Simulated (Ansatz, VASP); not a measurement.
# One calculation of In, two programs

INCAR

```
PREC = Accurate
ENCUT = 520
EDIFF = 1E-6
ISMEAR = 0
SIGMA = 0.1
LREAL = F
LASPH = T
NELM = 80
ALGO = Fast
ISIF = 2
LWAVE = F
LCHARG = T
GGA = PE
LELF = T
LVHAR = T
NBANDS = 12
```

KPOINTS

```
Automatic mesh
0
Gamma
  8 8 8
```

Contents of POSCAR:

```
In
1.0
   -1.6947072700      1.6947072700      2.2973723900
    1.6947072700     -1.6947072700      2.2973723900
    1.6947072700      1.6947072700     -2.2973723900
In
1
Direct
    0.0000000000      0.0000000000      0.0000000000
```

Input for Ansatz:

```yaml
crystal:
  lattice:
    - [-1.69470727, 1.69470727, 2.29737239]
    - [1.69470727, -1.69470727, 2.29737239]
    - [1.69470727, 1.69470727, -2.29737239]
  atoms:
    - { symbol: In, position: [0.0, 0.0, 0.0] }
basis:
  ecutwfc: 420
kpoints:
  mp_grid: { grid: [8, 8, 8] }
hamiltonian:
  xc: pbe
  pseudopotentials: { kind: paw, azcp: { folder: soft_1 } }
scf:
  occupations: { method: gaussian, width: 0.1 }
output:
  forces: true
  stress: true
  eigenvalues: true
```

Alike in both runs: task single point; functional PBE; k mesh 8 × 8 × 8; occupations gaussian, width 0.1 eV; no spin polarisation.

|  | VASP | Ansatz |
| --- | --- | --- |
| version | VASP 6.6.1 | Ansatz 0.2.0 |
| potentials or method | VASP PAW PBE potentials, release 64 (In_d) | scalar-relativistic, plane waves, PAW |
| plane-wave cutoff (eV) | 520 | 420 |
| valence electrons in the cell | 13 | 13 |

VASP gave:

| Item | Value |
| --- | --- |
| gap on the k mesh at the Fermi level (eV) | none |
| pressure (GPa) | 1.6 |
| largest component of the traceless stress (GPa) | 1.85 |

Question: Which values does Ansatz return?

Answer: gap on the k mesh at the Fermi level (eV): none; pressure (GPa): 1.7; largest component of the traceless stress (GPa): 1.85.

A gap of «none» marks a metal or a gap that the smearing closes. With one functional, cell and mesh, what is left measures potentials, basis and numerics.
